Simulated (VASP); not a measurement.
A run of VASP 6.6.1 is set up as follows.

The input POSCAR:

```
Cu
1.0
    0.0000000000      1.8250000000      1.8250000000
    1.8250000000      0.0000000000      1.8250000000
    1.8250000000      1.8250000000      0.0000000000
Cu
1
Direct
    0.0000000000      0.0000000000      0.0000000000
```

The input INCAR.step1:

```
ALGO = Normal ; EDIFF = 1E-8
EDIFFG = -0.002 ; ENCUT = 600
IBRION = 2 ; ISIF = 3
ISMEAR = 0 ; LASPH = T
LCHARG = F ; LMIXTAU = T
LREAL = F ; LWAVE = F
METAGGA = R2SCAN ; NELM = 100
NSW = 40 ; PREC = Accurate
SIGMA = 0.1
```

Contents of INCAR.step2:

```
ALGO = Normal ; EDIFF = 1E-8
ENCUT = 600 ; IBRION = 6
ISIF = 3 ; ISMEAR = 0
LASPH = T ; LCHARG = F
LMIXTAU = T ; LREAL = F
LWAVE = F ; METAGGA = R2SCAN
NELM = 100 ; NFREE = 2
NSW = 1 ; POTIM = 0.015
PREC = Accurate ; SIGMA = 0.1
```

The input KPOINTS:

```
k-points
0
Gamma
  20 20 20
```

Potentials or basis: VASP PAW PBE potentials, release 64 (Cu).

Command:

```console
$ cat potpaw_PBE.64/Cu/POTCAR > POTCAR
$ cp INCAR.step1 INCAR
$ mpirun -np 1 vasp_std > vasp.out
$ cp CONTCAR POSCAR
$ cp INCAR.step2 INCAR
$ mpirun -np 1 vasp_std > vasp.out
```

**Question.** What does it give for the elastic constants C11, C12, C44?

**Answer.** 201, 138, 96 GPa.

**Question.** What does it give for the Voigt bulk modulus?

**Answer.** 159 GPa.

**Question.** What does it give for the relaxed cell?

**Answer.** a = 2.532 Å, b = 2.532 Å, c = 2.532 Å, α = 60.00°, β = 60.00°, γ = 60.00°.

**Question.** What does it give for the relaxed volume?

**Answer.** 11.48 Å³/atom.

**Question.** Predict the space group after relaxing (to 0.05 Å).

**Answer.** Fm-3m (No. 225).

Elastic tensor in Voigt notation (GPa, in the Cartesian axes of the cell as first typed):
```
201 138 138   0   0   0
138 201 138   0   0   0
138 138 201   0   0   0
  0   0   0  96   0   0
  0   0   0   0  96   0
  0   0   0   0   0  96
```

Caveat: the PAW data sets were made with another functional, which shifts forces and pressure a little.
